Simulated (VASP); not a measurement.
# Sn (Immm) in VASP: notebook

The runs below take Sn through single point, with PBE.

Program: VASP 6.6.1. These are calculated values, not measurements. Logs are shortened: lines on timing, memory, paths and dates and some standing lists are left out, and cuts for length are marked.

## 1. The structure

It takes space group Immm (No. 71, orthorhombic). Conventional cell: a = 3.453 Å, b = 3.551 Å, c = 4.677 Å, α = 90.00°, β = 90.00°, γ = 90.00°. Sn (site symmetry mmm) is surrounded by 12 Sn at 3.41 to 3.55 Å.

This isn't the form of Sn at room conditions, which is tetragonal (white tin).

## 2. Single point, PBE

INCAR reads:

```
SYSTEM = Sn
ADDGRID = .FALSE.
ALGO = Normal
EDIFF = 1E-7
ENCUT = 450
GGA = PE
ISIF = 2
ISMEAR = 1
LASPH = .TRUE.
LCHARG = .FALSE.
LREAL = .FALSE.
LWAVE = .FALSE.
NELM = 100
PREC = Normal
SIGMA = 0.2
```

KPOINTS reads:

```
k-points
0
G
  12 12 12
  0 0 0
```

POSCAR reads:

```
Sn
1.0
   -1.6810770000      1.7214010000      2.3373330000
    1.7271670000     -1.7623000000      2.4024190000
    1.7145940000      1.7948920000     -2.3683880000
Sn
1
Direct
    0.0245380000     -0.0183670000      0.0024320000
```

Potentials or basis: VASP PAW PBE potentials, release 64 (Sn).

The run is started by

```sh
cat potpaw_PBE.64/Sn/POTCAR > POTCAR
mpirun -np 1 vasp_std > vasp.out
```

OUTCAR:

```text
SYSTEM = Sn
   EDIFF = 1E-7
   ENCUT = 450
   GGA = PE
   ISIF = 2
   ISMEAR = 1
   LASPH = .TRUE.
   LREAL = .FALSE.
   NELM = 100
   PREC = Normal

 Found    868 irreducible k-points:

 Following reciprocal coordinates:
            Coordinates               Weight
  0.000000  0.000000  0.000000      1.000000
  0.083333  0.000000  0.000000      2.000000
  0.166667  0.000000  0.000000      2.000000
  0.250000  0.000000  0.000000      2.000000
  0.333333  0.000000  0.000000      2.000000
  0.416667  0.000000  0.000000      2.000000
   k-points           NKPTS =    868   k-points in BZ     NKDIM =    868   number of bands    NBANDS=      6
   number of dos      NEDOS =    301   number of ions     NIONS =      1
   total plane-waves  NPLWV =   5832
   dimension x,y,z NGX =    18 NGY =   18 NGZ =   18
   dimension x,y,z NGXF=    36 NGYF=   36 NGZF=   36
   ions per type =               1
   NGX,Y,Z   is equivalent  to a cutoff of   8.92,  8.69,  8.72 a.u.
   NGXF,Y,Z  is equivalent  to a cutoff of  17.84, 17.38, 17.44 a.u.
 SYSTEM =  Sn
   PREC   = normal    normal or accurate (medium, high low for compatibility)
   ISTART =      0    job   : 0-new  1-cont  2-samecut
   ICHARG =      2    charge: 1-file 2-atom 10-const
   ISPIN  =      1    spin polarized calculation?
   LNONCOLLINEAR =      F non collinear calculations
   LSORBIT =      F    spin-orbit coupling
   LASPH  =      T    aspherical Exc in radial PAW
   ENCUT  =  450.0 eV  33.07 Ry    5.75 a.u.   5.80  5.96  5.93*2*pi/ulx,y,z
   NELM   =    100;   NELMIN=  2; NELMDL= -5     # of ELM steps
   EDIFF  = 0.1E-06   stopping-criterion for ELM
   LREAL  =      F    real-space projection
   EDIFFG = 0.1E-05   stopping-criterion for IOM
   NSW    =      0    number of steps for IOM
   IBRION =     -1    ionic relax: 0-MD 1-quasi-New 2-CG
   NFREE  =      0    steps in history (QN), initial steepest desc. (CG)
   ISIF   =      2    stress and relaxation
   ISYM   =      2    0-nonsym 1-usesym 2-fastsym
   POTIM  = 0.5000    time-step for ionic-motion
   TEBEG  =    0.0;   TEEND  =   0.0 temperature during run
   PSTRESS=    0.0 pullay stress
   NELECT =       4.0000    total number of electrons
   NUPDOWN=      -1.0000    fix difference up-down
   EMIN   =  10.00;   EMAX   =-10.00  energy-range for DOS
   EFERMI =   0.00;   METHOD = LEGACY
   ISMEAR =     1;   SIGMA  =   0.20  broadening in eV -4-tet -1-fermi 0-gaus
   EFERMI_NEDOS =   21; number of points for ismear=-14 and -15
   IALGO  =     38    algorithm
   IMIX   =      4    mixing-type and parameters
     AMIX     =   0.40;   BMIX     =  1.00
     AMIX_MAG =   1.60;   BMIX_MAG =  1.00
  volume/ion in A,a.u.               =      28.67       193.50
  Fermi-wavevector in a.u.,A,eV,Ry     =   0.849055  1.604482  9.808370  0.720895
  Thomas-Fermi vector in A             =   1.964816
   LORBIT       =      0    0 simple, 1 ext, 2 COOP (PROOUT), +10 PAW based schemes
   GGA     = PE    functional components
   LHFCALC =     F    Hartree Fock is set to
   AEXX    =    0.0000 exact exchange contribution
   IVDW    =     0    specifies the selected vdW correction
   LEPSILON=     F    determine dielectric tensor
   LRPA    =     F    only Hartree local field effects (RPA)
 non-spin polarized calculation
 Methfessel and Paxton  Order N= 1 SIGMA  =   0.20
  energy-cutoff  :      450.00
  volume of cell :       28.67
 maximum number of plane-waves:       636
   NGX = 11   NGY = 11   NGZ = 11

 number of electron       3.9999999 magnetization

 Free energy of the ion-electron system (eV)
  ---------------------------------------------------
  ext. energy  EPLUGINS =         0.00000000
  ---------------------------------------------------
  free energy    TOTEN  =        -3.76457962 eV

  energy without entropy =       -3.76390096  energy(sigma->0) =       -3.76435340

 E-fermi :   4.9323     XC(G=0):  -9.9665

 val. band max:        4.9306346739   @ k =   0.2500  -0.1667   0.3333
 cond. band min:       4.9416289563   @ k =  -0.2500  -0.1667   0.4167
 fundamental gap:      0.0109942824
 Fermi energy:         4.9322761952

 k-point     1 :       0.0000    0.0000    0.0000
  band No.  band energies     occupation
      1      -5.8271      2.00000
      2      11.8339      0.00000
      3      12.2029      0.00000
      4      12.5655      0.00000
      5      15.5969      0.00000
      6      15.7597      0.00000

 k-point     2 :       0.0833    0.0000    0.0000
  band No.  band energies     occupation
      1      -5.6897      2.00000
      2      10.8760      0.00000
      3      11.7143      0.00000
      4      12.2082      0.00000
      5      14.8645      0.00000
      6      16.1489      0.00000

 k-point     3 :       0.1667    0.0000    0.0000
  band No.  band energies     occupation
      1      -5.2779      2.00000
      2       8.3925     -0.00000
      3      11.3962      0.00000
      4      11.6472      0.00000
      5      14.4548      0.00000
      6      16.7791      0.00000

 k-point     4 :       0.2500    0.0000    0.0000
  band No.  band energies     occupation
      1      -4.5953      2.00000
      2       5.8818     -0.00000
      3      11.0373      0.00000
      4      11.1077      0.00000
      5      14.2318      0.00000
      6      16.1834      0.00000

 k-point     5 :       0.3333    0.0000    0.0000
  band No.  band energies     occupation
      1      -3.6567      2.00000
      2       3.5790      2.00000
      3      10.5867      0.00000
      4      10.8420      0.00000
      5      14.1876      0.00000
      6      15.5098      0.00000

 k-point     6 :       0.4167    0.0000    0.0000
  band No.  band energies     occupation
      1      -2.5344      2.00000
      2       1.6208      2.00000
      3      10.2844      0.00000
      4      10.6945      0.00000
      5      14.3097      0.00000
      6      15.0783      0.00000

 [... further k-points ...]

------------------------ aborting loop because EDIFF is reached ----------------------------------------

  FORCE on cell =-STRESS in cart. coord.  units (eV):
  Direction    XX          YY          ZZ          XY          YZ          ZX
  --------------------------------------------------------------------------------------
  -------------------------------------------------------------------------------------
  Total       -0.1959017     -0.2347232     -0.2838822      0.0351814     -0.0501974      0.0294017
  in kB      -10.9464200    -13.1156526    -15.8625164      1.9658351     -2.8048874      1.6428831
  external PRESSURE =     -13.3081964 kB  Pullay stress =       0.0000000 kB

 VOLUME and BASIS-vectors are now :
 -----------------------------------------------------------------------------
  energy-cutoff  :      450.00
  volume of cell :       28.67
      direct lattice vectors                 reciprocal lattice vectors
    -1.681077000  1.721401000  2.337333000    -0.004822354  0.286321943  0.213499049
     1.727167000 -1.762300000  2.402419000     0.288499269 -0.000911461  0.208168231
     1.714594000  1.794892000 -2.368388000     0.287885548  0.281643047 -0.000369160

 POSITION                                       TOTAL-FORCE (eV/Angst)
 -----------------------------------------------------------------------------------
      1.65836     -1.68333      2.40989         0.000000      0.000000      0.000000
 -----------------------------------------------------------------------------------
    total drift:                               -0.000000      0.000001     -0.000001

  FREE ENERGIE OF THE ION-ELECTRON SYSTEM (eV)
  ---------------------------------------------------
  free  energy   TOTEN  =        -3.7645796187 eV

  energy  without entropy=       -3.7639009587  energy(sigma->0) =       -3.76435340
```

It took 22 s on 1 thread of Intel Xeon 6975P-C (Granite Rapids), shared host; peak memory 0.23 GiB.

The run converged, but some of its settings lie outside the range that counts as converged, so its numbers aren't taken as properties of the crystal.

Results:

```
Free energy            : -3.7646 eV
Pressure               : -1.3 GPa
Band gap on the k mesh : none (metal or under the smearing width)
```

## 3. Single point, PBE

Edit INCAR of step 2 so:

```diff
@@ -10,6 +10,6 @@
 LCHARG = .FALSE.
-LREAL = .FALSE.
+LREAL = Auto
 LWAVE = .FALSE.
 NELM = 100
-PREC = Normal
+PREC = Accurate
 SIGMA = 0.2
```

KPOINTS is that of step 2.

POSCAR reads:

```
Sn
1.0
   -1.7265390000      1.7755470000      2.3383420000
    1.7265390000     -1.7755470000      2.3383420000
    1.7265390000      1.7755470000     -2.3383420000
Sn
1
Direct
    0.0000000000      0.0000000000      0.0000000000
```

Potentials or basis: VASP PAW PBE potentials, release 64 (Sn).

The run is started by

```sh
cat potpaw_PBE.64/Sn/POTCAR > POTCAR
mpirun -np 1 vasp_std > vasp.out
```

OUTCAR:

```text
SYSTEM = Sn
   EDIFF = 1E-7
   ENCUT = 450
   GGA = PE
   ISIF = 2
   ISMEAR = 1
   LASPH = .TRUE.
   LREAL = Auto
   NELM = 100
   PREC = Accurate

 Found    280 irreducible k-points:

 Following reciprocal coordinates:
            Coordinates               Weight
  0.000000  0.000000  0.000000      1.000000
  0.083333  0.000000 -0.000000      4.000000
  0.166667  0.000000 -0.000000      4.000000
  0.250000  0.000000 -0.000000      4.000000
  0.333333  0.000000  0.000000      4.000000
  0.416667  0.000000 -0.000000      4.000000
[... 129 lines left out ...]

------------------------ aborting loop because EDIFF is reached ----------------------------------------

  FORCE on cell =-STRESS in cart. coord.  units (eV):
  Direction    XX          YY          ZZ          XY          YZ          ZX
  --------------------------------------------------------------------------------------
  -------------------------------------------------------------------------------------
  Total       -0.1412631     -0.2791358     -0.2907328     -0.0000000      0.0000000      0.0000000
  in kB       -7.8933733    -15.5973040    -16.2453100     -0.0000000      0.0000000      0.0000000
  external PRESSURE =     -13.2453291 kB  Pullay stress =       0.0000000 kB

 VOLUME and BASIS-vectors are now :
 -----------------------------------------------------------------------------
  energy-cutoff  :      450.00
  volume of cell :       28.67
      direct lattice vectors                 reciprocal lattice vectors
    -1.726539000  1.775547000  2.338342000     0.000000000  0.281603359  0.213826720
     1.726539000 -1.775547000  2.338342000     0.289596702  0.000000000  0.213826720
     1.726539000  1.775547000 -2.338342000     0.289596702  0.281603359  0.000000000

 POSITION                                       TOTAL-FORCE (eV/Angst)
 -----------------------------------------------------------------------------------
      0.00000      0.00000      0.00000         0.000000      0.000000      0.000000
 -----------------------------------------------------------------------------------
    total drift:                                0.000000     -0.000000     -0.000000

  FREE ENERGIE OF THE ION-ELECTRON SYSTEM (eV)
  ---------------------------------------------------
  free  energy   TOTEN  =        -3.7644854480 eV

  energy  without entropy=       -3.7634262087  energy(sigma->0) =       -3.76413237
```

stdout:

```text
POSCAR found type information on POSCAR Sn
 POSCAR found :  1 types and       1 ions
 scaLAPACK will be used
 -----------------------------------------------------------------------------
|                                                                             |
|                                                                             |
|     You have a (more or less) 'small supercell' and for smaller cells       |
|     it is recommended to use the reciprocal-space projection scheme!        |
|     The real-space optimization is not efficient for small cells and it     |
|     is also less accurate ...                                               |
|     Therefore, set LREAL=.FALSE. in the INCAR file.                         |
|                                                                             |
 -----------------------------------------------------------------------------

 LDA part: xc-table for (Slater+PW92), standard interpolation
 POSCAR, INCAR and KPOINTS ok, starting setup
 FFT: planning ... GRIDC
 FFT: planning ... GRID_SOFT
 FFT: planning ... GRID
 WAVECAR not read
 entering main loop
```

Wall time 18 s (1 thread of Intel Xeon 6975P-C (Granite Rapids), shared host); peak memory 0.15 GiB.

The run converged, but some of its settings lie outside the range that counts as converged, so its numbers aren't taken as properties of the crystal.

What came out:

| Property | Result |
| --- | --- |
| Free energy | -3.7645 eV |
| Pressure | -1.3 GPa |
| Band gap on the k mesh | none (metal or under the smearing width) |

## 4. The reference run

An earlier run on the cell as given: functional PBE; potentials or basis VASP PAW PBE potentials, release 64 (Sn_d); cutoff 520 eV; k mesh 11 × 11 × 11; occupations fermi-dirac, width 0.05 eV; no spin polarisation.

* Pressure: -1.1 GPa
* Band gap on the k mesh: none (metal or under the smearing width)
